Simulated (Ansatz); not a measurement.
## Debugging a many-body input for SiC (Moissanite)

Aim: the G0W0 gap of SiC (Moissanite). The first input has a fault.

Main program and level: Ansatz 0.2.0; G0W0 on PBE, plane waves, PAW.

## (1) The structure

Symmetry: P6_3mc, No. 186, hexagonal system. The conventional cell has a = 3.081 Å, b = 3.081 Å, c = 15.125 Å, α = 90.00°, β = 90.00°, γ = 120.00°. Si has 4 C at 1.88 to 1.90 Å nearest. Nearest to Si lie 4 C at 1.89 Å. Nearest to C lie 4 Si at 1.88 to 1.89 Å. Nearest to C lie 4 Si at 1.89 Å. Nearest to C lie 4 Si at 1.89 to 1.90 Å. Farther neighbours are not listed.

The cell and positions come from the Crystallography Open Database and are kept as given unless a step says otherwise. The default PAW set here is soft_2. Its files were made with PBE.

## (2) First try

File input.yaml:

```yaml
crystal:
  lattice:
    - [3.081, 0.0, 0.0]
    - [-1.5405, 2.6682242691, 0.0]
    - [0.0, 0.0, 15.1248]
  atoms:
    - { symbol: Si, position: [0.0, 0.0, 0.0] }
    - { symbol: Si, position: [0.0, 0.0, 0.5] }
    - { symbol: Si, position: [0.3333333333, 0.6666666667, 0.1664] }
    - { symbol: Si, position: [0.6666666667, 0.3333333333, 0.6664] }
    - { symbol: Si, position: [0.6666666667, 0.3333333333, 0.3329] }
    - { symbol: Si, position: [0.3333333333, 0.6666666667, 0.8329] }
    - { symbol: C, position: [0.3333333333, 0.6666666667, 0.0412] }
    - { symbol: C, position: [0.6666666667, 0.3333333333, 0.5412] }
    - { symbol: C, position: [0.6666666667, 0.3333333333, 0.208] }
    - { symbol: C, position: [0.3333333333, 0.6666666667, 0.708] }
    - { symbol: C, position: [0.0, 0.0, 0.3746] }
    - { symbol: C, position: [0.0, 0.0, 0.8746] }
kpoints:
  mp_grid: { grid: [1, 1, 1] }
hamiltonian:
  xc: pbe
scf:
  occupations: { method: fixed }
gw:
  n_empty_bands: 202
  ecut_chi: 80
  qp_bands: [v4, c4]
  qp_kpoints: band_edges
  screening: { model: contour_deformation }
```

On the command line:

```bash
ansatz run input.yaml --threads 3 --pin off --max-ram 92160MiB --backend cuda --events-out ev --progress --plain --runs-dir out --devices 1 --max-vram 13GiB
```

Numbers of over 12 decimals in the logs are rounded to 6 here.

Log:

```text
GPUs: using 1 of 1 available (devices: 1).
Engine: ansatz 0.2.0, x86_64-unknown-linux-gnu
Pseudopotentials: kind: paw
Pseudopotential: Si, paw, valence charge 4, recommended cutoff 420 eV (normal), Si.paw.azcp
Pseudopotential: C, paw, valence charge 4, recommended cutoff 420 eV (normal), C.paw.azcp
Functional definition: PBE
  parameter kappa = 0.804
  parameter beta = 0.066725
  exchange = pbe_x(kappa = kappa, mu = beta*pi^2/3)
  correlation = pbe_c(beta = beta)
device memory: the entry about to start is reckoned to put 0.8 GiB on a device that reports 48.7 GiB free (of which the cap on the GPU budget leaves the run 13.0 GiB)
GPU FFT provider: cuFFT
GPU libraries: cuBLAS 13.8.2, cuFFT 12.4.0, cuSOLVER 12.3.4
Crystal: 12 atoms, lattice volume = 124.338 Å³
Basis set: ecut = 420 eV, 2415 PW (Γ)
Bands: 36, of which v1, the nominal top of the filled ones, is band 24 counted from 1 (23 counted from 0)
Symmetry: 12 space group operations
Space group: P63mc (ITA 186), of the structure as read, at distance tolerance 5.0e-5 Å
k-points: 1
Non-local potential: Si, projectors of the file, l = 0: 2, l = 1: 2, l = 2: 2
Non-local potential: C, projectors of the file, l = 0: 2, l = 1: 2, l = 2: 1
PAW form: soft (Blöchl's): semilocal exchange-correlation on the pseudo side does not see the compensation charge
PAW one-centre angular grid: Si, 110 points (default); XC on 64 Gauss nodes
PAW one-centre angular grid: C, 110 points (default); XC on 64 Gauss nodes
Initial density: superposition of atomic densities (neutral atoms: chi_scale 0, normalization atom), corrected by the library's trained network
Initial wavefunctions: pseudopotential atomic-orbital guess
GPU buffer pool allocated for 62208 grid points (all kernels)
GPU transforms: local potential and band sums: pruned to the plane-wave sphere, on 24×24×108
Functional: x = pbe(κ = 0.804, μ = 0.219515), c = pbe(β = 0.066725)
SCF iter   1: F=—  HF=-5272.001501 eV  |F-HF|=—  |Δ(HF+E_count)|=         —  Δρ=1.03e-1  dr2=1.15e1  ethr=1.77e-3  ⟨swp⟩=5.0  Hψ=152  notcnv=0  defer=10
preconditioner: auto → none  [insulator: Δε(μ)=5.146 eV  Ē_g=11.395 eV  n_scr=10 (ndim 8)  ℏωp=23.1 eV  f_vac=0.000  ε∞_Penn≈5.1]
SCF iter   2: F=—  HF=-5268.965464 eV  |F-HF|=—  |Δ(HF+E_count)|=    3.04e0  Δρ=3.89e-2  dr2=9.38e-1  ethr=1.77e-3  ⟨swp⟩=4.0  Hψ=89  notcnv=0  defer=10
SCF iter   3: F=—  HF=-5268.926361 eV  |F-HF|=—  |Δ(HF+E_count)|=   3.91e-2  Δρ=1.80e-2  dr2=1.77e-1  ethr=1.77e-3  ⟨swp⟩=2.0  Hψ=42  notcnv=0  defer=10
SCF iter   4: F=—  HF=-5268.994839 eV  |F-HF|=—  |Δ(HF+E_count)|=   6.85e-2  Δρ=6.48e-3  dr2=1.12e-1  ethr=3.69e-4  ⟨swp⟩=3.0  Hψ=47  notcnv=0  defer=10
SCF iter   5: F=—  HF=-5268.979917 eV  |F-HF|=—  |Δ(HF+E_count)|=   1.49e-2  Δρ=1.27e-3  dr2=1.93e-3  ethr=2.33e-4  ⟨swp⟩=3.0  Hψ=48  notcnv=0  defer=10
SCF iter   6: F=—  HF=-5268.980849 eV  |F-HF|=—  |Δ(HF+E_count)|=   9.32e-4  Δρ=3.62e-4  dr2=1.75e-4  ethr=4.02e-6  ⟨swp⟩=2.0  Hψ=66  notcnv=0  defer=10
SCF iter   7: F=—  HF=-5268.980865 eV  |F-HF|=—  |Δ(HF+E_count)|=   1.67e-5  Δρ=1.31e-4  dr2=2.49e-5  ethr=3.64e-7  ⟨swp⟩=2.0  Hψ=49  notcnv=0  defer=10
SCF iter   8: F=—  HF=-5268.980867 eV  |F-HF|=—  |Δ(HF+E_count)|=   1.77e-6  Δρ=6.16e-5  dr2=7.44e-6  ethr=5.19e-8  ⟨swp⟩=2.0  Hψ=45  notcnv=0  defer=8
SCF iter   9: F=—  HF=-5268.980867 eV  |F-HF|=—  |Δ(HF+E_count)|=   2.06e-7  Δρ=2.64e-5  dr2=3.29e-7  ethr=1.55e-8  ⟨swp⟩=2.0  Hψ=44  notcnv=0  defer=8
SCF iter  10: F=-5268.980867 eV  HF=-5268.980867 eV  |F-HF|=1.95e-8  |Δ(HF+E_count)|=   5.47e-7  Δρ=5.16e-6  dr2=1.17e-8  ethr=2.08e-10  ⟨swp⟩=16.0  Hψ=196  notcnv=0
SCF 1 converged in 10 iterations: F = -5268.980867 eV  dr2 = 1.17e-8
[...]
device memory: the entry about to start is reckoned to put 1.1 GiB on a device that reports 48.5 GiB free (of which the cap on the GPU budget leaves the run 13.0 GiB)
NSCF: frozen V_eff on 1 k-points
[...]
device memory: the entry about to start is reckoned to put 1.4 GiB on a device that reports 50.5 GiB free (of which the cap on the GPU budget leaves the run 13.0 GiB)
NSCF: frozen V_eff on 1 k-points
G₀W₀ screening: q 1/1
G₀W₀ self-energy: k 1/1
device memory: the entry about to start is reckoned to put 0.6 GiB on a device that reports 49.3 GiB free (of which the cap on the GPU budget leaves the run 13.0 GiB)
NSCF: frozen V_eff on 1 k-points
device memory: the entry about to start is reckoned to put 0.6 GiB on a device that reports 49.1 GiB free (of which the cap on the GPU budget leaves the run 13.0 GiB)
NSCF: frozen V_eff on 1 k-points
device memory: the entry about to start is reckoned to put 0.6 GiB on a device that reports 49.1 GiB free (of which the cap on the GPU budget leaves the run 13.0 GiB)
NSCF: frozen V_eff on 1 k-points
device memory: the entry about to start is reckoned to put 0.6 GiB on a device that reports 49.0 GiB free (of which the cap on the GPU budget leaves the run 13.0 GiB)
NSCF: frozen V_eff on 1 k-points
device memory: the entry about to start is reckoned to put 0.6 GiB on a device that reports 48.8 GiB free (of which the cap on the GPU budget leaves the run 13.0 GiB)
NSCF: frozen V_eff on 1 k-points
device memory: the entry about to start is reckoned to put 0.6 GiB on a device that reports 48.8 GiB free (of which the cap on the GPU budget leaves the run 13.0 GiB)
NSCF: frozen V_eff on 1 k-points
SCF converged after 10 iterations
Free energy (F): -5268.980867 eV
Harris-Foulkes:  -5268.980867 eV  (|F-HF|=1.95e-8)
Internal energy: -5268.980867 eV  (E = F + TS)
E sigma→0 (E₀):  -5268.980867 eV
Fermi energy:    10.719517 eV
--- Per-component energies (eV) ---
  E_band       = 265.429459
  E_kinetic    = 930.997315
  E_local      = -695.668439  (includes V_loc(G=0)·N_el)
  E_nonlocal   = 279.274234
  E_hartree    = 237.687133
  E_xc         = -635.347203
  E_vxc        = -659.652282  (∫ρ·V_xc dr)
  E_paw        = -3678.907115  (= ΣΔE_a)
  E_vpaw       = -64.895748  (= ΣTr[D̂ρ^β])
  E_aug_tail   = 0.000092  (compensation charges beyond the density's cutoff)
  E_ewald      = -1707.016885
  E_smearing   = -0.000000  (= −TS)
  E_closure    = 0.000000  (closes the sum)
  Σ components = -5268.980867   (vs F -5268.980867, Δ=0.00e0)
--- Band table (eV) ---
  k-point 0: bands = [... 20 lower, 10.3763, 10.5310, 10.7195, 10.7195, 15.2213, 15.3820, 15.7756, 16.2680, ... 8 higher]
--- G₀W₀: contour deformation, 5 samples at zero and on the imaginary axis and 1 off it, 1 q-point, 202 empty bands' worth ---
  eigenvalues of the whole cell's RPA ε∞ on this k-mesh (on a slab, of 1 + 4πα/V) = 7.4005, 21.8720, 21.8720; static W/v taken at q = 0 is 0.273387
  gw.qp_kpoints: band_edges: 1 of 1 stored k-point solved, in 1 pass; an edge of the gap read off the rows below is read off those points alone
    ik  band        ε_KS         Σx   Σc(E_QP)       V_xc       Z   E_QP_lin       E_QP  E_QP is
     0    21     10.3763   -20.2927     4.1781   -15.8667  0.8186    10.1282    10.1284  root
     0    22     10.5310   -13.8514    -0.7950   -15.3709  0.9122    11.2610    11.2554  root
     0    23     10.7195   -19.9754     3.8050   -15.9482  0.8311    10.4973    10.4973  root
     0    24     10.7195   -19.9754     3.8050   -15.9482  0.8311    10.4973    10.4973  root
     0    25     15.2213    -6.8768    -6.1253   -13.8408  0.8444    16.0604    16.0599  root
     0    26     15.3820    -6.8807    -6.0711   -13.7605  0.8439    16.1913    16.1907  root
     0    27     15.7756    -6.8493    -6.1654   -13.8067  0.8394    16.5687    16.5676  root
     0    28     16.2680    -6.7549    -6.1425   -13.6353  0.8346    17.0076    17.0059  root
```

The job ended after 8.8 s (1 × NVIDIA H100 80GB HBM3 (shared by 6 runs) with 3 threads of AMD EPYC 7R13 (Zen 3), shared host; peak memory 1 GiB; 6.1 s of CPU time).

The column dr2 measures how far the density is from self-consistency, as an energy; F and HF (Harris–Foulkes) agree once it is small.

Q: What is the fault?

The run ended normally, though the input holds a fault or crude settings.

The fault: G0W0 on a mesh far too coarse. So few points can't sample the density or the screening, and the band edges may lie elsewhere in the zone.

It printed a gap of 4.80 eV, which is an artefact of the settings.

## (3) A better input

Now the one-shot GW correction: screening in the RPA, then the self-energy of the levels asked for.

Changes to input.yaml since step 2:

```diff
@@ -19,3 +19,3 @@
 kpoints:
-  mp_grid: { grid: [1, 1, 1] }
+  mp_grid: { grid: [6, 6, 2] }
 hamiltonian:
@@ -25,4 +25,4 @@
 gw:
-  n_empty_bands: 202
-  ecut_chi: 80
+  n_empty_bands: 265
+  ecut_chi: 96
   qp_bands: [v4, c4]
```

Log:

```text
GPUs: using 1 of 1 available (devices: 1).
[...]
GPU FFT provider: cuFFT
GPU libraries: cuBLAS 13.8.2, cuFFT 12.4.0, cuSOLVER 12.3.4
Crystal: 12 atoms, lattice volume = 124.338 Å³
Basis set: ecut = 420 eV, 2415 PW (Γ)
Bands: 36, of which v1, the nominal top of the filled ones, is band 24 counted from 1 (23 counted from 0)
Symmetry: 12 space group operations
[...]
k-points: 14 of 72
[...]
GPU buffer pool allocated for 62208 grid points (all kernels)
[...]
SCF iter   1: F=—  HF=-5322.920596 eV  |F-HF|=—  |Δ(HF+E_count)|=         —  Δρ=2.37e-3  dr2=6.93e-3  ethr=1.77e-3  ⟨swp⟩=4.9  Hψ=2072  notcnv=0  defer=136
[...]
SCF iter   7: F=-5322.920997 eV  HF=-5322.920997 eV  |F-HF|=2.21e-8  |Δ(HF+E_count)|=   2.56e-7  Δρ=3.64e-6  dr2=3.88e-8  ethr=2.08e-10  ⟨swp⟩=11.9  Hψ=2450  notcnv=0
SCF 1 converged in 7 iterations: F = -5322.920997 eV  dr2 = 3.88e-8
[...]
0    21      9.2257   -18.3835     2.3434   -15.6855  0.7904     8.8702     8.8711  root
     0    22      9.4776   -18.2300     2.1937   -15.7206  0.7921     9.1612     9.1619  root
     0    23      9.5128   -18.3347     2.2650   -15.7474  0.7916     9.1898     9.1905  root
     0    24      9.5128   -18.3347     2.2650   -15.7474  0.7916     9.1898     9.1905  root
     0    25     14.6746    -9.1256    -4.6610   -14.4799  0.8034    15.3719    15.3680  root
     0    26     14.8456    -9.0261    -4.7096   -14.4308  0.8022    15.5448    15.5408  root
     0    27     15.2466    -9.0106    -4.7830   -14.4943  0.8000    15.9518    15.9474  root
     0    28     15.7559    -8.8661    -4.9333   -14.5141  0.7948    16.4755    16.4706  root
[...]
13    25     13.1856    -7.0479    -4.1972   -11.7035  0.8132    13.6455    13.6441  root
    13    26     13.1856    -7.0479    -4.1972   -11.7035  0.8132    13.6455    13.6441  root
    13    27     13.8244    -7.3527    -4.3783   -12.2663  0.8083    14.3620    14.3597  root
    13    28     13.8244    -7.3527    -4.3783   -12.2663  0.8083    14.3620    14.3597  root
[key lines of the parts left out:]
SCF converged after 7 iterations
Free energy (F): -5322.920997 eV
Fermi energy:    9.512835 eV
```

Run time: 29 s. Hardware: 1 × NVIDIA H100 80GB HBM3 (shared by 6 runs) with 3 threads; peak memory 1.4 GiB; 35 s of CPU time.

This step gave:

* bands summed: 289
* RPA ε∞ on this mesh (eigenvalues): 6.876, 7.043, 7.043
* plane waves in the screening matrix: 295
* q-points in the mesh: 72
* G0W0 gap on the mesh: 2.712 eV
* k of the valence top: 0, 0, 0
* k of the conduction bottom: 0, -0.5, 0
* starting gap on the mesh: 2.013 eV
* Z at the valence top: 0.7916
* Z at the conduction bottom: 0.8157
* least direct G0W0 gap on the computed points: 3.927 eV

The gap on the mesh goes from 2.01 eV to 2.71 eV, a correction of +0.70 eV. Between the two edge states, bare exchange in place of the xc potential would open the gap by 6.80 eV, and correlation takes back 6.10 eV.

## (4) What came out

| Quantity | Value |
| --- | --- |
| first try | converged after 8.8 s |
| better run | G0W0 gap on the mesh 2.71 eV (6×6×2 mesh, 265 empty bands, screening to 96 eV) |

The second run differs in: mesh, empty bands and screening cutoff (eV). Bands and cutoff are finite, so the gap is not at the basis limit. The miss can reach some tenths of an eV and take either sign; the mesh is an error of its own.

[Paths, hosts, dates, memory and timing lines, banners, echoed tables and standing remarks are left out of the program output.]

[Logs are printed without paths, hosts, clocks, repeated set-up lines and the standing remarks that a program may print on its own settings, such as how far it seeks lower states.]

[Runs of the session that timed out or met a known fault of the program may be left out.]

[Cells called generated may have been cut or substituted from an entry of the Crystallography Open Database or the Materials Project.]

[Hosts, paths, dates, database ids (printed as entryN), source tags and the programs' standing remarks are cut or masked in the printed files.]
